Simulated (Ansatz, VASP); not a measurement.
## One calculation of Mo, two programs

```xyz
1
Lattice="2.6534 0.0000 0.0000 -1.3267 2.2980 0.0000 0.0000 0.0000 2.5169" Properties=species:S:1:pos:R:3 pbc="T T T"
Mo    0.0000    0.0000    1.2584
```

Change from the starting cell: strain -0.030 along x and y, -0.015 along z, atoms carried along.

Alike in both runs: task single point; functional PBE; k mesh 21 × 21 × 18; occupations gaussian, width 0.15 eV; no spin polarisation.

|  | VASP | Ansatz |
| --- | --- | --- |
| version | VASP 6.6.1 | Ansatz 0.2.0 |
| potentials or method | VASP PAW PBE potentials, release 64 (Mo_sv) | scalar-relativistic, plane waves, PAW |
| plane-wave cutoff (eV) | 520 | 420 |
| valence electrons in the cell | 14 | 14 |

Ansatz gave:

- gap on the k mesh at the Fermi level (eV): none
- pressure (GPa): 23.3
- largest component of the traceless stress (GPa): 10.80

**Question.** Which values does VASP return?

**Answer.** gap on the k mesh at the Fermi level (eV): none; pressure (GPa): 24.0; largest component of the traceless stress (GPa): 10.69.

A gap of «none» marks a metal or a gap that the smearing closes.

Caveats: so large a pressure means that the cell lies far from this level's equilibrium, or that cutoff or potentials fall short (VASP).
